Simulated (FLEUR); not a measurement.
# C (P6_3/mmc) in FLEUR: a series of runs

One crystal, C, is run at these levels: revPBE; tasks: band structure, equation of state.

The COD entry that gives the cell may itself be a prediction, so a difference from it is no test against experiment.

Program: FLEUR MaX-R8.1 (later development tree). These are calculated values, not measurements. Logs are shortened: lines on timing, memory, paths and dates and some standing lists are left out, and cuts for length are marked.

### 1 The crystal as given

Symmetry: P6_3/mmc, No. 194, hexagonal system. Conventional cell: a = 2.522 Å, b = 2.522 Å, c = 12.356 Å, α = 90.00°, β = 90.00°, γ = 120.00°. C (site symmetry 3m) is surrounded by 4 C at 1.54 Å. Around C (site symmetry 3m) lie 4 C at 1.54 Å. C (site symmetry 3m) has 4 C at 1.54 Å as nearest neighbours.

This is a hexagonal form of diamond, not graphite.

### 2 Band structure, revPBE

Input file inp.xml:

```xml
<?xml version="1.0" encoding="UTF-8" standalone="no"?>
<fleurInput fleurInputVersion="0.39">
   <comment>
      C                                                                                                   
   </comment>
   <calculationSetup>
      <cutoffs Kmax="5.19" Gmax="16.1" GmaxXC="16.1" numbands="0"/>
      <scfLoop itmax="60" minDistance="0.00001" maxIterBroyd="15" imix="Anderson" alpha="0.05" precondParam="0.0" spinf="2.0" sdNocoIR="T"/>
      <coreElectrons ctail="T" frcor="F" kcrel="0" coretail_lmax="0"/>
      <xcFunctional name="rpbe" relativisticCorrections="F"/>
      <magnetism jspins="1"/>
      <soc l_soc="F" theta="0.0" phi="0.0" spav="F"/>
      <expertModes spex="0" secvar="F"/>
      <geometryOptimization l_f="F" forcealpha="1.0" forcemix="BFGS" epsdisp="0.00001" epsforce="0.00001"/>
      <ldaU l_linMix="F" mixParam="0.05" spinf="1.0"/>
   </calculationSetup>
   <cell>
      <bzIntegration valenceElectrons="48.0" mode="hist" fermiSmearingEnergy="0.00183747">
         <kPointListSelection listName="default-1"/>
         <!-- k-points included here -->
         <xi:include xmlns:xi="http://www.w3.org/2001/XInclude" href="kpts.xml"> </xi:include>
      </bzIntegration>
      <!-- symmetry operations included here -->
[... 35 lines left out ...]
         <relPos label="                   6">1.000/3.000 -1.000/3.000 -.0208300000</relPos>
         <relPos label="                   7">-1.000/3.000 1.000/3.000 .0208300000</relPos>
         <relPos label="                   8">1.000/3.000 -1.000/3.000 -.4791700000</relPos>
         <force calculate="T" relaxXYZ="TTT"/>
      </atomGroup>
      <atomGroup species="Carbon (C)">
         <relPos label="                   9">.0000000000 .0000000000 -3.000/16.000</relPos>
         <relPos label="                  10">.0000000000 .0000000000 5.000/16.000</relPos>
         <relPos label="                  11">.0000000000 .0000000000 -5.000/16.000</relPos>
         <relPos label="                  12">.0000000000 .0000000000 3.000/16.000</relPos>
         <force calculate="T" relaxXYZ="TTT"/>
      </atomGroup>
   </atomGroups>
   <output dos="F" band="F" slice="F">
      <checks vchk="F" cdinf="F"/>
      <bandDOS minEnergy="-.5*Htr" maxEnergy="0.5*Htr" sigma="0.015" storeEVData="T"/>
      <vacuumDOS vacdos="F" integ="F" star="F" nstars="0" locx1="0.0" locy1="0.0" locx2="0.0" locy2="0.0" nstm="0" tworkf="0.0"/>
      <unfoldingBand unfoldBand="F" supercellX="1" supercellY="1" supercellZ="1"/>
      <plotting iplot="0" polar="F">
         <plot TwoD="T" vec1="  1.0  0.0  0.0" vec2="  0.0  1.0  0.0" vec3="  0.0  0.0  1.0" zero="  0.0  0.0  0.0" file="plot"/>
      </plotting>
      <chargeDensitySlicing numkpt="0" minEigenval="0.0" maxEigenval="0.0" nnne="0" pallst="F"/>
      <specialOutput eonly="F"/>
      <moessbauerParams electricFieldGradient="T" isomerShift="T" coreHyperfine="T" valenceHyperfine="T"/>
      <magneticCircularDichroism mcd="F" energyLo="-10.0" energyUp="0.0"/>
   </output>
  <!-- We include the file relax.xml here to enable relaxations (see documentation) -->
  <xi:include xmlns:xi="http://www.w3.org/2001/XInclude" href="relax.xml"> <xi:fallback/> </xi:include>
</fleurInput>
```

Input file crystal.txt:

```
C
&input cartesian=F /
2.5221000000  0.0000000000  0.0000000000
-1.2610500000  2.1842026709  0.0000000000
0.0000000000  0.0000000000  12.3557000000
1.8897261246
1.0 1.0 1.0

12
6 0.6666666667  0.3333333333  0.3541700000
6 0.3333333333  0.6666666667  0.8541700000
6 0.6666666667  0.3333333333  0.1458300000
6 0.3333333333  0.6666666667  0.6458300000
6 0.6666666667  0.3333333333  0.4791700000
6 0.3333333333  0.6666666667  0.9791700000
6 0.6666666667  0.3333333333  0.0208300000
6 0.3333333333  0.6666666667  0.5208300000
6 0.0000000000  0.0000000000  0.8125000000
6 0.0000000000  0.0000000000  0.3125000000
6 0.0000000000  0.0000000000  0.6875000000
6 0.0000000000  0.0000000000  0.1875000000

&kpt div1=12 div2=12 div3=3 gamma=T /
```

Input file inp.xml (bands):

```
<?xml version="1.0" encoding="UTF-8" standalone="no"?>
<fleurInput fleurInputVersion="0.39">
   <comment>
      C                                                                                                   
   </comment>
   <calculationSetup>
      <cutoffs Kmax="5.19" Gmax="16.1" GmaxXC="16.1" numbands="0"/>
      <scfLoop itmax="60" minDistance="0.00001" maxIterBroyd="15" imix="Anderson" alpha="0.05" precondParam="0.0" spinf="2.0" sdNocoIR="T"/>
      <coreElectrons ctail="T" frcor="F" kcrel="0" coretail_lmax="0"/>
      <xcFunctional name="rpbe" relativisticCorrections="F"/>
      <magnetism jspins="1"/>
      <soc l_soc="F" theta="0.0" phi="0.0" spav="F"/>
      <expertModes spex="0" secvar="F"/>
      <geometryOptimization l_f="F" forcealpha="1.0" forcemix="BFGS" epsdisp="0.00001" epsforce="0.00001"/>
      <ldaU l_linMix="F" mixParam="0.05" spinf="1.0"/>
   </calculationSetup>
   <cell>
      <bzIntegration valenceElectrons="48.0" mode="hist" fermiSmearingEnergy="0.00183747">
         <kPointListSelection listName="path-1"/>
         <!-- k-points included here -->
         <xi:include xmlns:xi="http://www.w3.org/2001/XInclude" href="kpts.xml"> </xi:include>
      </bzIntegration>
      <!-- symmetry operations included here -->
[... 33 lines left out ...]
      <atomGroup species="Carbon (C)">
         <relPos label="                   5">-1.000/3.000 1.000/3.000 .4791700000</relPos>
         <relPos label="                   6">1.000/3.000 -1.000/3.000 -.0208300000</relPos>
         <relPos label="                   7">-1.000/3.000 1.000/3.000 .0208300000</relPos>
         <relPos label="                   8">1.000/3.000 -1.000/3.000 -.4791700000</relPos>
         <force calculate="T" relaxXYZ="TTT"/>
      </atomGroup>
      <atomGroup species="Carbon (C)">
         <relPos label="                   9">.0000000000 .0000000000 -3.000/16.000</relPos>
         <relPos label="                  10">.0000000000 .0000000000 5.000/16.000</relPos>
         <relPos label="                  11">.0000000000 .0000000000 -5.000/16.000</relPos>
         <relPos label="                  12">.0000000000 .0000000000 3.000/16.000</relPos>
         <force calculate="T" relaxXYZ="TTT"/>
      </atomGroup>
   </atomGroups>
   <output dos="F" band="T" slice="F">
      <checks vchk="F" cdinf="F"/>
      <bandDOS minEnergy="-.5*Htr" maxEnergy="0.5*Htr" sigma="0.015" storeEVData="T"/>
      <vacuumDOS vacdos="F" integ="F" star="F" nstars="0" locx1="0.0" locy1="0.0" locx2="0.0" locy2="0.0" nstm="0" tworkf="0.0"/>
      <unfoldingBand unfoldBand="F" supercellX="1" supercellY="1" supercellZ="1"/>
      <plotting iplot="0" polar="F">
         <plot TwoD="T" vec1="  1.0  0.0  0.0" vec2="  0.0  1.0  0.0" vec3="  0.0  0.0  1.0" zero="  0.0  0.0  0.0" file="plot"/>
      </plotting>
      <chargeDensitySlicing numkpt="0" minEigenval="0.0" maxEigenval="0.0" nnne="0" pallst="F"/>
      <specialOutput eonly="F"/>
      <moessbauerParams electricFieldGradient="T" isomerShift="T" coreHyperfine="T" valenceHyperfine="T"/>
      <magneticCircularDichroism mcd="F" energyLo="-10.0" energyUp="0.0"/>
   </output>
  <!-- We include the file relax.xml here to enable relaxations (see documentation) -->
  <xi:include xmlns:xi="http://www.w3.org/2001/XInclude" href="relax.xml"> <xi:fallback/> </xi:include>
</fleurInput>
```

Potentials or basis: all-electron, FLAPW.

The run is started by

```sh
> inpgen -f crystal.txt -profile fastHighL
> # inp.xml edited to the form shown
> fleur_MPI
> fleur_MPI   # second run, on inp.xml (bands)
```

The log of the run:

```text
Welcome to FLEUR        (www.flapw.de)
      MaX-Release 8.1          (www.max-centre.eu)

 ========== k-point set info ==========
 Selected k-point list: default-1
 k-point list type: mesh
 12 x 12 x 3
 Number of k points: 38

 ------------Calculation Setup---------------------------
 Number of MPI-tasks      :            1
 Number of PE/node        :            1
 Number of OMP-threads    :            1
 Most efficient MPI parallelization for:
           1           2          19          38
 Additional eigenvalue parallelization possible
 Number of basis functions:         1296
 Approximate size of matrices (H+S) per k-point:         0.025 GB
 --------------------------------------------------------
 Iteration:     1   Distance:      25.65743256 me/bohr^3
 Iteration:     2   Distance:      24.18401569 me/bohr^3
 Iteration:     3   Distance:       3.58192822 me/bohr^3
 Iteration:     4   Distance:       2.31317652 me/bohr^3
 Iteration:     5   Distance:       0.32481704 me/bohr^3
 Iteration:     6   Distance:       0.21058890 me/bohr^3
 Iteration:     7   Distance:       0.16480400 me/bohr^3
 Iteration:     8   Distance:       0.03302458 me/bohr^3
 Iteration:     9   Distance:       0.03168696 me/bohr^3
 Iteration:    10   Distance:       0.02092202 me/bohr^3
 Iteration:    11   Distance:       0.00360648 me/bohr^3
 Iteration:    12   Distance:       0.00028233 me/bohr^3
 Iteration:    13   Distance:       0.00025019 me/bohr^3
 Iteration:    14   Distance:       0.00003922 me/bohr^3
 Iteration:    15   Distance:       0.00000797 me/bohr^3

 ********************************************************************
 Run finished successfully
 Stop message:
   all done
 ********************************************************************
```

output (bands):

```text
Welcome to FLEUR        (www.flapw.de)
      MaX-Release 8.1          (www.max-centre.eu)

 ========== k-point set info ==========
 Selected k-point list: path-1
 k-point list type: path
 Number of k points: 60

 ------------Calculation Setup---------------------------
 Number of MPI-tasks      :            1
 Number of PE/node        :            1
 Number of OMP-threads    :            1
 Most efficient MPI parallelization for:
           1           2           3           4           5           6          10          12          15          20          30          60
 Additional eigenvalue parallelization possible
 Number of basis functions:         1296
 Approximate size of matrices (H+S) per k-point:         0.025 GB
 --------------------------------------------------------
 Fermi energy correction for insulators:
 No automatic correction of the Fermi energy has been performed.

 Note: Band structure data (together with different weights) is also stored in the banddos.hdf file.
       A convenient way of extracting and plotting the data from that file is by making use of the

 ********************************************************************
 Run finished successfully
 Stop message:
   Charge density postprocessing done.
 ********************************************************************
```

out.xml (last iteration):

```text
<iteration numberForCurrentRun="   15" overallNumber="   15">
         <energyParameters units="Htr">
            <atomicEP atomType="1" spin="1" branch="2s" branchLowest="-9.32" branchHighest="2.77" value="-0.2693359748"/>
            <atomicEP atomType="1" spin="1" branch="2p" branchLowest="-9.99" branchHighest="2.35" value="-0.0721181409"/>
            <atomicEP atomType="1" spin="1" branch="3d" branchLowest="-9.99" branchHighest="6.96" value="0.1310043622"/>
            <atomicEP atomType="1" spin="1" branch="4f" branchLowest="-9.99" branchHighest="11.63" value="0.2908187617"/>
            <loAtomicEP atomType="1" spin="1" branch="2s" branchLowest="-9.32" branchHighest="2.77" value="-0.2693359748"/>
            <loAtomicEP atomType="1" spin="1" branch="2p" branchLowest="-9.99" branchHighest="2.35" value="-0.0721309940"/>
            <loAtomicEP atomType="1" spin="1" branch="3d" branchLowest="-9.99" branchHighest="6.96" value="0.1310063037"/>
            <atomicEP atomType="2" spin="1" branch="2s" branchLowest="-9.32" branchHighest="2.77" value="-0.2684064898"/>
            <atomicEP atomType="2" spin="1" branch="2p" branchLowest="-9.99" branchHighest="2.35" value="-0.0711955936"/>
            <atomicEP atomType="2" spin="1" branch="3d" branchLowest="-9.99" branchHighest="6.96" value="0.1319224955"/>
            <atomicEP atomType="2" spin="1" branch="4f" branchLowest="-9.99" branchHighest="11.63" value="0.2917368065"/>
            <loAtomicEP atomType="2" spin="1" branch="2s" branchLowest="-9.32" branchHighest="2.77" value="-0.2684064898"/>
            <loAtomicEP atomType="2" spin="1" branch="2p" branchLowest="-9.99" branchHighest="2.35" value="-0.0712084426"/>
            <loAtomicEP atomType="2" spin="1" branch="3d" branchLowest="-9.99" branchHighest="6.96" value="0.1319244306"/>
            <atomicEP atomType="3" spin="1" branch="2s" branchLowest="-9.32" branchHighest="2.77" value="-0.2698879030"/>
            <atomicEP atomType="3" spin="1" branch="2p" branchLowest="-9.99" branchHighest="2.35" value="-0.0726903291"/>
            <atomicEP atomType="3" spin="1" branch="3d" branchLowest="-9.99" branchHighest="6.95" value="0.1304183935"/>
            <atomicEP atomType="3" spin="1" branch="4f" branchLowest="-9.99" branchHighest="11.63" value="0.2902326087"/>
            <loAtomicEP atomType="3" spin="1" branch="2s" branchLowest="-9.32" branchHighest="2.77" value="-0.2698879030"/>
            <loAtomicEP atomType="3" spin="1" branch="2p" branchLowest="-9.99" branchHighest="2.35" value="-0.0727031739"/>
            <loAtomicEP atomType="3" spin="1" branch="3d" branchLowest="-9.99" branchHighest="6.95" value="0.1304203393"/>
         </energyParameters>
         <eigenvalues>
            <eigenvaluesAt spin="1" ikpt="1" k_x="0.00000000" k_y="0.00000000" k_z="0.00000000">
                      -0.3344905311       -0.3070939264       -0.3054226488       -0.2238528617       -0.2230183673
                      -0.1218562345       -0.0354852281        0.1114088392        0.1130301463        0.3178107560
                       0.3205773959        0.3516359785        0.3516359786        0.3681433019        0.3681433019
                       0.3739476145        0.3739476145        0.4191002209        0.4191002209        0.4244405678
[... 58 lines left out ...]
            <spinDependentCharge spin="1" total="72.0000000" interstitial="22.8744689" mtSpheres="49.1255311"/>
            <totalCharge value="71.9999999824"/>
         </allElectronCharges>
         <moessbauerParams unitsHFF="kG" unitsIS="e/bohr^3" unitsEFG="Htr/bohr^2">
            <coreIsomerShift atomType="1" isTotal="124.40964">
               <shell n="1" l="0" isomerShift="124.40964"/>
            </coreIsomerShift>
            <coreIsomerShift atomType="2" isTotal="124.41008">
               <shell n="1" l="0" isomerShift="124.41008"/>
            </coreIsomerShift>
            <coreIsomerShift atomType="3" isTotal="124.40891">
               <shell n="1" l="0" isomerShift="124.40891"/>
            </coreIsomerShift>
            <isomerShift atomType="1" nucleusRadius="0.0000541" averageDensity="128.81314"/>
            <isomerShift atomType="2" nucleusRadius="0.0000541" averageDensity="128.80874"/>
            <isomerShift atomType="3" nucleusRadius="0.0000541" averageDensity="128.81604"/>
            <electricFieldGradient atomType="1" VXX="0.00110" VYY="0.00110" VZZ="-0.00220" asymParam="0.00000">
            </electricFieldGradient>
            <electricFieldGradient atomType="2" VXX="-0.00079" VYY="-0.00079" VZZ="0.00158" asymParam="0.00000">
            </electricFieldGradient>
            <electricFieldGradient atomType="3" VXX="-0.00544" VYY="-0.00544" VZZ="0.01088" asymParam="0.00000">
            </electricFieldGradient>
         </moessbauerParams>
         <totalEnergy                                    value="     -457.5808144055" units="Htr">
            <sumOfEigenvalues                            value="     -217.6778922382">
               <coreElectrons value="-223.7429038970"/>
               <valenceElectrons value="6.0650116588"/>
            </sumOfEigenvalues>
            <densityCoulombPotentialIntegral value="-589.9988785475"/>
            <densityEffectivePotentialIntegral value="-673.9117503068"/>
            <chargeDenXCDenIntegral value="-65.5917116738"/>
            <FockExchangeEnergyValence value="0.0000000000"/>
            <FockExchangeEnergyCore value="0.0000000000"/>
            <atomTypeDependentContributions atomType="1">
               <electronNucleiInteractionDifferentMTs value="166.8639353523"/>
               <MadelungTerm value="-17.5402989185"/>
            </atomTypeDependentContributions>
            <atomTypeDependentContributions atomType="2">
               <electronNucleiInteractionDifferentMTs value="166.8637093761"/>
               <MadelungTerm value="-17.5505050316"/>
            </atomTypeDependentContributions>
            <atomTypeDependentContributions atomType="3">
               <electronNucleiInteractionDifferentMTs value="166.8788947616"/>
               <MadelungTerm value="-17.5261780865"/>
            </atomTypeDependentContributions>
            <tkbTimesEntropy value="0.0000000000"/>
            <freeEnergy value="-457.5808144055"/>
            <extrapolationTo0K value="-457.5808144055"/>
         </totalEnergy>
         <densityConvergence units="me/bohr^3">
            <chargeDensity spin="1" distance="0.0000079729"/>
         </densityConvergence>
      </iteration>
```

Wall time 7.8 min (1 thread of Arm Neoverse V2, shared host); peak memory 0.12 GiB.

Results:

- Free energy: -12451.4083 eV
- Band gap on the k mesh: 4.38 eV, indirect (least direct gap 5.31 eV)
- Band gap along the path: 4.36 eV, indirect (least direct gap 5.31 eV)
- Valence electrons inside the program's atomic spheres: C 2.09 (radii C 1.35 bohr)

Levels at the corners of the path, in eV from the valence-band top:
```csv
point,band 20,band 21,band 22,band 23,band 24,band 25,band 26,band 27,band 28,band 29
Γ,-0.99,-0.99,-0.15,0.00,0.00,5.31,5.31,5.68,6.39,6.39
M,-4.33,-4.07,-4.06,-3.64,-2.89,4.53,5.10,5.26,5.63,6.84
K,-6.26,-6.05,-4.80,-4.55,-4.55,5.62,5.62,6.27,8.74,9.63
Γ,-0.99,-0.99,-0.15,0.00,0.00,5.31,5.31,5.68,6.39,6.39
A,-1.34,-0.33,-0.33,-0.33,-0.33,5.71,5.71,5.71,5.71,6.29
L,-4.98,-3.77,-3.77,-3.24,-3.24,4.70,4.70,5.89,5.89,6.01
H,-5.81,-5.33,-5.33,-4.78,-4.78,5.87,5.87,7.13,7.13,8.26
A,-1.34,-0.33,-0.33,-0.33,-0.33,5.71,5.71,5.71,5.71,6.29
L,-4.98,-3.77,-3.77,-3.24,-3.24,4.70,4.70,5.89,5.89,6.01
M,-4.33,-4.07,-4.06,-3.64,-2.89,4.53,5.10,5.26,5.63,6.84
K,-6.26,-6.05,-4.80,-4.55,-4.55,5.62,5.62,6.27,8.74,9.63
H,-5.81,-5.33,-5.33,-4.78,-4.78,5.87,5.87,7.13,7.13,8.26
```

Core levels (eV from the Fermi level):
| atom | levels |
| --- | --- |
| 1 C | 1s1/2 -266.2 |
| 2 C | 1s1/2 -266.2 |
| 3 C | 1s1/2 -266.2 |
| 4 C | 1s1/2 -266.2 |
| 5 C | 1s1/2 -266.2 |
| 6 C | 1s1/2 -266.2 |

As with any semilocal functional, this revPBE gap is likely too small.

[end of part 1 of 2]
